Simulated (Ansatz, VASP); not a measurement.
## Two plane-wave programs on Ag

The input INCAR:

```
ALGO = Fast
EDIFF = 1E-6
EDIFFG = -0.01
ENCUT = 600
GGA = PS
IBRION = 2
ISIF = 3
ISMEAR = -1
LASPH = True
LCHARG = False
LREAL = False
LWAVE = False
NELM = 60
NSW = 60
PREC = Accurate
SIGMA = 0.05
```

The input KPOINTS:

```
k-points
0
Gamma
  11 11 11
```

File POSCAR:

```
Ag
1.0
   -1.6556540000      1.6556540000      1.6556540000
    1.6556540000     -1.6556540000      1.6556540000
    1.6556540000      1.6556540000     -1.6556540000
Ag
1
Direct
    0.0000000000      0.0000000000      0.0000000000
```

The input input.yaml:

```yaml
crystal:
  lattice:
    - [-1.655654, 1.655654, 1.655654]
    - [1.655654, -1.655654, 1.655654]
    - [1.655654, 1.655654, -1.655654]
  atoms:
    - { symbol: Ag, position: [0.0, 0.0, 0.0] }
hamiltonian:
  xc: pbesol
  pseudopotentials: { kind: paw }
kpoints:
  mp_grid: { grid: [11, 11, 11] }
scf:
  occupations: { method: fermi_dirac, width: 0.05 }
output:
  forces: true
  stress: true
  eigenvalues: true
  write_density: true
  write_potential: true
  elf: true
  volumetric_format: npy
relax:
  f_tol: 0.01
  max_steps: 40
  cell: { stress_tol: 0.05 }
```

This isn't the form of Ag at room conditions, which is fcc.

Alike in both runs: task relaxation of cell and atoms; functional PBEsol; k mesh 11 × 11 × 11; occupations fermi-dirac, width 0.05 eV; no spin polarisation.

```csv
,VASP,Ansatz
version,VASP 6.6.1,Ansatz 0.2.0
potentials or method,"VASP PAW PBE potentials, release 64 (Ag)",Ansatz PAW
plane-wave cutoff (eV),600,420
valence electrons in the cell,11,19
```

Ansatz gave:

| Item | Value |
| --- | --- |
| gap on the k mesh at the Fermi level, each at its own relaxed structure (eV) | none |
| relaxed volume (Å³/atom) | 16.79 |
| relaxed cell length with the largest relative difference (Å) | 2.794 |
| energy change over the relaxation (meV/atom) | -34 |

Problem. Estimate VASP's values.

Solution. gap on the k mesh at the Fermi level, each at its own relaxed structure (eV): none; relaxed volume (Å³/atom): 16.76; relaxed cell length with the largest relative difference (Å): 2.792; energy change over the relaxation (meV/atom): -35.

A gap of «none» marks a metal or a gap that the smearing closes. The two sets of potentials don't hold the same shells in valence.

Caveats: the PAW data sets were made with another functional, which shifts forces and pressure a little (VASP); the plane-wave basis is chosen anew once the cell has moved, so the energies of steps on either side of that aren't comparable (Ansatz); the PAW data sets come from PBE, with cores solved anew for the run's functional, which leaves a small shift of forces and pressure (Ansatz).
